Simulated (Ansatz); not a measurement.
# Ge (Fd-3m) in Ansatz: a series of runs

Runs on Ge. Level: BLYP+D4. Tasks: single point, equation of state.

All numbers are computed with Ansatz 0.2.0; they aren't measurements. Logs are shortened: lines on timing, memory, paths and dates and some standing lists are left out, and cuts for length are marked.

**Measured values to compare with.**

“Sub-monolayer structures of Ag overlayers on Ge(111): experimental observations and first-principles study”, 2019, arxiv:1908.00180 quotes, for a bulk crystal of Ge: bulk modulus 75.8 GPa.

The runs below are set against these values where they give the same quantity.

**1. The structure**

It takes space group Fd-3m (No. 227, cubic). The conventional cell has a = 5.658 Å, b = 5.658 Å, c = 5.658 Å, α = 90.00°, β = 90.00°, γ = 90.00°. Ge (site symmetry -43m) has 4 Ge at 2.45 Å as nearest neighbours.

**2. Single point, BLYP+D4, 21.28 Å³/atom (volume scaled by 0.94)**

The input, input.yaml:

```yaml
crystal:
  lattice:
    - [0.0, 2.7711609388, 2.7711609388]
    - [2.7711609388, 0.0, 2.7711609388]
    - [2.7711609388, 2.7711609388, 0.0]
  atoms:
    - { symbol: Ge, position: [0.75, 0.75, 0.75] }
    - { symbol: Ge, position: [0.5, 0.5, 0.5] }
hamiltonian:
  xc: blyp
  pseudopotentials: { kind: paw }
  dispersion: d4
kpoints:
  mp_grid: { grid: [8, 8, 8] }
scf:
  occupations: { method: fermi_dirac, width: 0.05 }
output:
  forces: true
  stress: true
  eigenvalues: true
  write_density: true
  write_potential: true
  elf: true
  volumetric_format: npy
```

Potentials or basis: Ansatz PAW.

On the command line:

```
$ ansatz run input.yaml --threads 2 --pin off --max-ram 5120MiB --backend cpu --events-out ev --progress --plain --runs-dir out
```

The log of the run:

```text
Warning: RAYON_NUM_THREADS=2 ignored (pool sized by the plan → 2); use --threads N
Engine: ansatz 0.2.0, x86_64-unknown-linux-gnu
Pseudopotentials: kind: paw
Pseudopotential: Ge, paw, valence charge 14, recommended cutoff 420 eV (normal), Ge.paw.azcp
Functional definition: BLYP
  parameter beta = 0.0042
  parameter a = 0.04918
  parameter b = 0.132
  parameter c = 0.2533
  parameter d = 0.349
  exchange = b88_x(beta = beta)
  correlation = lyp_c(a = a, b = b, c = c, d = d)
Crystal: 2 atoms, lattice volume = 42.561 Å³
Basis set: ecut = 420 eV, 869 PW (Γ), exchange–correlation on 54×54×54 points (8 copies of the dense FFT grid, shifted against one another)
Bands: 18, of which v1, the nominal top of the filled ones, is band 14 counted from 1 (13 counted from 0)
Symmetry: 48 space group operations
Space group: Fd-3m (ITA 227), of the structure as read, at distance tolerance 3.5e-5 Å
k-points: 29 of 512
Non-local potential: Ge, projectors of the file, l = 0: 2, l = 1: 2, l = 2: 3, l = 3: 1
PAW form: soft (Blöchl's): semilocal exchange-correlation on the pseudo side does not see the compensation charge
PAW frozen core: Ge, regenerated for the run's functional, and the local potential with it (the file was generated under x = pbe(κ = 0.804, μ = 0.2195149727645171), c = pbe(β = 0.06672455060314922))
PAW one-centre angular grid: Ge, 590 points (default); XC on 64 Gauss nodes
Initial density: superposition of atomic densities (neutral atoms: chi_scale 0, normalization atom), corrected by the library's trained network
Initial wavefunctions: pseudopotential atomic-orbital guess
Functional: x = b88, c = lyp
SCF iter   1: F=—  HF=-8611.484863 eV  |F-HF|=—  |Δ(HF+E_count)|=         —  Δρ=5.92e-3  dr2=1.71e-2  ethr=1.77e-3  ⟨swp⟩=6.0  Hψ=2515  notcnv=0
preconditioner: auto → none  [insulator: Δε(μ)=0.364 eV  Ē_g=23.917 eV  σ=0.050 eV  W_gap=0.95  n_scr=14 (ndim 8)  ℏωp=30.1 eV  f_vac=0.053  D(μ)=0.01/eV (n_scr^D=0)  ε∞_Penn≈2.6]
SCF iter   2: F=—  HF=-8611.477853 eV  |F-HF|=—  |Δ(HF+E_count)|=   7.01e-3  Δρ=2.95e-3  dr2=1.91e-3  ethr=6.11e-5  ⟨swp⟩=2.9  Hψ=1196  notcnv=0
SCF iter   3: F=—  HF=-8611.477132 eV  |F-HF|=—  |Δ(HF+E_count)|=   7.21e-4  Δρ=6.27e-4  dr2=1.53e-4  ethr=6.81e-6  ⟨swp⟩=2.0  Hψ=891  notcnv=0
SCF iter   4: F=—  HF=-8611.476956 eV  |F-HF|=—  |Δ(HF+E_count)|=   1.76e-4  Δρ=2.11e-4  dr2=9.82e-6  ethr=5.47e-7  ⟨swp⟩=2.0  Hψ=928  notcnv=0
SCF iter   5: F=—  HF=-8611.476948 eV  |F-HF|=—  |Δ(HF+E_count)|=   7.68e-6  Δρ=9.40e-5  dr2=1.52e-6  ethr=3.51e-8  ⟨swp⟩=2.0  Hψ=928  notcnv=0
SCF iter   6: F=—  HF=-8611.476946 eV  |F-HF|=—  |Δ(HF+E_count)|=   1.65e-6  Δρ=3.26e-5  dr2=1.92e-7  ethr=5.44e-9  ⟨swp⟩=2.0  Hψ=812  notcnv=0
SCF iter   7: F=-8611.476946 eV  HF=-8611.476946 eV  |F-HF|=2.67e-9  |Δ(HF+E_count)|=   2.00e-7  Δρ=3.00e-6  dr2=1.24e-9  ethr=3.57e-10  ⟨swp⟩=7.2  Hψ=3208  notcnv=0
SCF 1 converged in 7 iterations: F = -8611.476946 eV  dr2 = 1.24e-9
SCF converged after 7 iterations
Free energy (F): -8611.476946 eV
Harris-Foulkes:  -8611.476946 eV  (|F-HF|=2.67e-9)
Internal energy: -8611.476731 eV  (E = F + TS)
E sigma→0 (E₀):  -8611.476839 eV
Entropy (-TS):   -0.000215 eV (-0.108 meV/atom)
Fermi energy:    10.000521 eV
--- Per-component energies (eV) ---
  E_band       = -267.716130
  E_kinetic    = 226.619747
  E_local      = -4848.483961  (includes V_loc(G=0)·N_el)
  E_nonlocal   = 829.716270
  E_hartree    = 2138.732105
  E_xc         = -150.233516
  E_vxc        = -127.390232  (∫ρ·V_xc dr)
  E_paw        = -4063.592852  (= ΣΔE_a)
  E_vpaw       = -625.645100  (= ΣTr[D̂ρ^β])
  E_aug_tail   = 0.000768  (compensation charges beyond the density's cutoff)
  E_ewald      = -2743.132721
  E_disp       = -1.323909  (pairwise vdW)
  E_core_change = 0.221336  (= ΣΔE_core)
  E_smearing   = -0.000215  (= −TS)
  E_closure    = 0.000000  (closes the sum)
  Σ components = -8611.476946   (vs F -8611.476946, Δ=0.00e0)
--- Forces (eV/Å), atoms counted from 1 ---
  atom   1  Ge     0.00000000    -0.00000000    -0.00000000
  atom   2  Ge     0.00000000     0.00000000     0.00000000
  max |Σ_I F_I| component: 2.31e-17 eV/Å
--- Stress (GPa, compression-positive) ---
        7.742393       0.000000      -0.000000
        0.000000       7.742393       0.000000
        0.000000      -0.000000       7.742393
  P = ⅓ Tr σ = 7.7424 GPa (77.424 kbar)
--- Band table (eV; the first three rows and the last of 29) ---
  k-point 0: bands = ["-15.1369", "-15.1369", "-15.1369", "-15.0946", "-15.0946", "-14.8475", "-14.8475", "-14.8475", "-14.8281", "-14.8281", "-3.4315", "9.8398", "9.8398", "9.8398", "10.2141", "12.4466", "12.4466", "12.4466"]
  k-point 1: bands = ["-15.1464", "-15.1464", "-15.1340", "-15.0810", "-15.0810", "-14.8602", "-14.8602", "-14.8510", "-14.8174", "-14.8174", "-3.2313", "7.4923", "9.4809", "9.4809", "11.0794", "12.9217", "12.9217", "13.5325"]
  k-point 2: bands = ["-15.1582", "-15.1582", "-15.1269", "-15.0607", "-15.0607", "-14.8757", "-14.8757", "-14.8596", "-14.8059", "-14.8059", "-2.6499", "4.9998", "8.8993", "8.8993", "10.6855", "13.5837", "13.5837", "15.8274"]
  k-point 28: bands = ["-15.1927", "-15.1927", "-15.0270", "-15.0270", "-14.9680", "-14.9680", "-14.9298", "-14.9298", "-14.7673", "-14.7673", "0.7679", "0.7679", "5.7219", "5.7219", "14.3998", "14.3998", "14.7549", "14.7549"]
```

It took 4.1 s on 2 threads of Intel Xeon at 2.50GHz (Skylake/Cascade Lake), shared host; peak memory 0.33 GiB.

Results:

| Item | Value |
| --- | --- |
| Free energy | -8611.4769 eV |
| Pressure | 7.7 GPa |
| Band gap on the k mesh | 0.35 eV, indirect (least direct gap 0.37 eV) |

Caveat: the PAW data sets come from PBE, with cores solved anew for the run's functional, which leaves a small shift of forces and pressure.

**3. Single point, BLYP+D4, 21.73 Å³/atom (volume scaled by 0.96)**

The input, input.yaml:

```yaml
crystal:
  lattice:
    - [0.0, 2.7906767997, 2.7906767997]
    - [2.7906767997, 0.0, 2.7906767997]
    - [2.7906767997, 2.7906767997, 0.0]
  atoms:
    - { symbol: Ge, position: [0.75, 0.75, 0.75] }
    - { symbol: Ge, position: [0.5, 0.5, 0.5] }
hamiltonian:
  xc: blyp
  pseudopotentials: { kind: paw }
  dispersion: d4
kpoints:
  mp_grid: { grid: [8, 8, 8] }
scf:
  occupations: { method: fermi_dirac, width: 0.05 }
output:
  forces: true
  stress: true
  eigenvalues: true
```

Potentials or basis: Ansatz PAW.

On the command line:

```
$ ansatz run input.yaml --threads 2 --pin off --max-ram 5120MiB --backend cpu --events-out ev --progress --plain --runs-dir out
```

Wall time 3.2 s (2 threads of Intel Xeon at 2.50GHz (Skylake/Cascade Lake), shared host); peak memory 0.32 GiB.

It converged, with:

- Free energy: -8611.5152 eV
- Pressure: 5.8 GPa
- Band gap on the k mesh: 0.17 eV, direct

Caveat: the PAW data sets come from PBE, with cores solved anew for the run's functional, which leaves a small shift of forces and pressure.

**4. Single point, BLYP+D4, 22.19 Å³/atom (volume scaled by 0.98)**

Changes to input.yaml since step 3:

```diff
@@ -2,5 +2,5 @@
   lattice:
-    - [0.0, 2.7906767997, 2.7906767997]
-    - [2.7906767997, 0.0, 2.7906767997]
-    - [2.7906767997, 2.7906767997, 0.0]
+    - [0.0, 2.8099234548, 2.8099234548]
+    - [2.8099234548, 0.0, 2.8099234548]
+    - [2.8099234548, 2.8099234548, 0.0]
   atoms:
```

On the command line:

```
$ ansatz run input.yaml --threads 2 --pin off --max-ram 5120MiB --backend cpu --events-out ev --progress --plain --runs-dir out
```

It took 3 s on 2 threads of Intel Xeon at 2.50GHz (Skylake/Cascade Lake), shared host; peak memory 0.33 GiB.

It converged, with:

```
Free energy            : -8611.5434 eV
Pressure               : 4.2 GPa
Band gap on the k mesh : none (metal or under the smearing width)
```

Caveat: pairwise dispersion overbinds metals, which lowers pressure and volume; the PAW data sets come from PBE, with cores solved anew for the run's functional, which leaves a small shift of forces and pressure.

**5. Single point, BLYP+D4, 22.64 Å³/atom**

Changes to input.yaml since step 4:

```diff
@@ -2,5 +2,5 @@
   lattice:
-    - [0.0, 2.8099234548, 2.8099234548]
-    - [2.8099234548, 0.0, 2.8099234548]
-    - [2.8099234548, 2.8099234548, 0.0]
+    - [0.0, 2.82891, 2.82891]
+    - [2.82891, 0.0, 2.82891]
+    - [2.82891, 2.82891, 0.0]
   atoms:
```

On the command line:

```
$ ansatz run input.yaml --threads 2 --pin off --max-ram 5120MiB --backend cpu --events-out ev --progress --plain --runs-dir out
```

Wall time 3.5 s (2 threads of Intel Xeon at 2.50GHz (Skylake/Cascade Lake), shared host); peak memory 0.33 GiB.

The run converged. Its results:

| Property | Result |
| --- | --- |
| Free energy | -8611.5628 eV |
| Pressure | 2.7 GPa |
| Band gap on the k mesh | none (metal or under the smearing width) |

Caveat: pairwise dispersion overbinds metals, which lowers pressure and volume; the PAW data sets come from PBE, with cores solved anew for the run's functional, which leaves a small shift of forces and pressure.

**6. Single point, BLYP+D4, 23.09 Å³/atom (volume scaled by 1.02)**

Changes to input.yaml since step 5:

```diff
@@ -2,5 +2,5 @@
   lattice:
-    - [0.0, 2.82891, 2.82891]
-    - [2.82891, 0.0, 2.82891]
-    - [2.82891, 2.82891, 0.0]
+    - [0.0, 2.8476450493, 2.8476450493]
+    - [2.8476450493, 0.0, 2.8476450493]
+    - [2.8476450493, 2.8476450493, 0.0]
   atoms:
```

Potentials or basis: Ansatz PAW.

On the command line:

```
$ ansatz run input.yaml --threads 2 --pin off --max-ram 5120MiB --backend cpu --events-out ev --progress --plain --runs-dir out
```

It took 3.4 s on 2 threads of Intel Xeon at 2.50GHz (Skylake/Cascade Lake), shared host; peak memory 0.33 GiB.

Results (log left out):

| Property | Result |
| --- | --- |
| Free energy | -8611.5741 eV |
| Pressure | 1.3 GPa |
| Band gap on the k mesh | none (metal or under the smearing width) |

Caveat: pairwise dispersion overbinds metals, which lowers pressure and volume; the PAW data sets come from PBE, with cores solved anew for the run's functional, which leaves a small shift of forces and pressure.

**7. Single point, BLYP+D4, 23.54 Å³/atom (volume scaled by 1.04)**

Changes to input.yaml since step 6:

```diff
@@ -2,5 +2,5 @@
   lattice:
-    - [0.0, 2.8476450493, 2.8476450493]
-    - [2.8476450493, 0.0, 2.8476450493]
-    - [2.8476450493, 2.8476450493, 0.0]
+    - [0.0, 2.8661367691, 2.8661367691]
+    - [2.8661367691, 0.0, 2.8661367691]
+    - [2.8661367691, 2.8661367691, 0.0]
   atoms:
```

On the command line:

```
$ ansatz run input.yaml --threads 2 --pin off --max-ram 5120MiB --backend cpu --events-out ev --progress --plain --runs-dir out
```

Run time: 3 s. Hardware: 2 threads of Intel Xeon at 2.50GHz (Skylake/Cascade Lake), shared host; peak memory 0.33 GiB.

Results (log left out):

```yaml
Free_energy: -8611.5783 eV
Pressure: 0.2 GPa
Band_gap_on_the_k_mesh: none (metal or under the smearing width)
```

Caveat: pairwise dispersion overbinds metals, which lowers pressure and volume; the PAW data sets come from PBE, with cores solved anew for the run's functional, which leaves a small shift of forces and pressure.

**8. Single point, BLYP+D4, 24.00 Å³/atom (volume scaled by 1.06)**

Changes to input.yaml since step 7:

```diff
@@ -2,5 +2,5 @@
   lattice:
-    - [0.0, 2.8661367691, 2.8661367691]
-    - [2.8661367691, 0.0, 2.8661367691]
-    - [2.8661367691, 2.8661367691, 0.0]
+    - [0.0, 2.8843929095, 2.8843929095]
+    - [2.8843929095, 0.0, 2.8843929095]
+    - [2.8843929095, 2.8843929095, 0.0]
   atoms:
```

On the command line:

```
$ ansatz run input.yaml --threads 2 --pin off --max-ram 5120MiB --backend cpu --events-out ev --progress --plain --runs-dir out
```

It took 3.2 s on 2 threads of Intel Xeon at 2.50GHz (Skylake/Cascade Lake), shared host; peak memory 0.33 GiB.

The run converged. Its results:

| Item | Value |
| --- | --- |
| Free energy | -8611.5761 eV |
| Pressure | -0.9 GPa |
| Band gap on the k mesh | none (metal or under the smearing width) |

Caveat: pairwise dispersion overbinds metals, which lowers pressure and volume; the PAW data sets come from PBE, with cores solved anew for the run's functional, which leaves a small shift of forces and pressure.

**9. Equation of state, BLYP+D4**

Potentials or basis: Ansatz PAW.

This step only gathers the single runs of the series.

Results:

| Property | Result |
| --- | --- |
| Equilibrium volume | 23.61 Å³/atom |
| Bulk modulus | 58 GPa |
| Pressure derivative of the bulk modulus | 4.7 |

Energy against volume, from the lowest point:
```tsv
volume (Å³/atom)	energy (meV/atom)
21.281	50.66
21.733	31.54
22.186	17.42
22.639	7.72
23.092	2.06
23.545	0.00
23.997	1.08
```

Caveat: the potentials were made for another functional, which shifts forces and pressure.

**10. Comparison with measurements**

Step 9. A measured bulk modulus of Ge is 75.8 GPa (quoted in “Sub-monolayer structures of Ag overlayers on Ge(111): experimental observations and first-principles study”, 2019, arxiv:1908.00180); the calculated 58 GPa misses it by -23.3 %. The fit is for a static lattice scaled at fixed shape and fixed fractional positions. The cell as given is a measured one (22.64 Å³/atom); BLYP+D4 puts the equilibrium volume +4.3 % from it, thermal expansion not counted.
